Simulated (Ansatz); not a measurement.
# MoS2 under strain

Method: DFT PBE, scalar-relativistic, plane waves, PAW (Ansatz 0.2.0). (420 eV cutoff, 12×12×2 k-mesh, Gaussian smearing of 0.02 eV, no spin polarisation)

The relaxed crystal:

```xyz
6
Lattice="3.1851 0.0000 0.0000 -1.5925 2.7584 0.0000 0.0000 0.0000 14.8080" Properties=species:S:1:pos:R:3 pbc="T T T"
Mo    1.5925    0.9195    3.7020
Mo    0.0000    1.8389   11.1060
S     1.5925    0.9195    9.5435
S     0.0000    1.8389    5.2645
S     1.5925    0.9195   12.6685
S     0.0000    1.8389    2.1395
```

Deformation: c alone is stretched, the rest of the cell is held and the atoms relax, all within the symmetry that the strain leaves. Energies are extrapolated to zero smearing. Stress is positive in compression, on the Cartesian axes of the cell above. Gaps are Kohn–Sham gaps over the whole zone.

```
strain (%)  ΔE (meV/atom) a (Å) b (Å) c (Å)  σxx (GPa)  σyy (GPa)  σzz (GPa) gap (eV)
      -6.0            0.6  3.185  3.185  13.920       0.06       0.06       0.21      1.33
      -4.0            0.2  3.185  3.185  14.216       0.04       0.04       0.12      1.37
      -2.0            0.0  3.185  3.185  14.512       0.02       0.02       0.05      1.41
      +0.0            0.0  3.185  3.185  14.808       0.00       0.00       0.01      1.45
      +2.0            0.0  3.185  3.185  15.104       0.00       0.00       0.00      1.47
      +4.0            0.1  3.185  3.185  15.400      -0.01      -0.01      -0.02      1.50
      +6.0            0.3  3.185  3.185  15.696      -0.02      -0.02      -0.03      1.52
```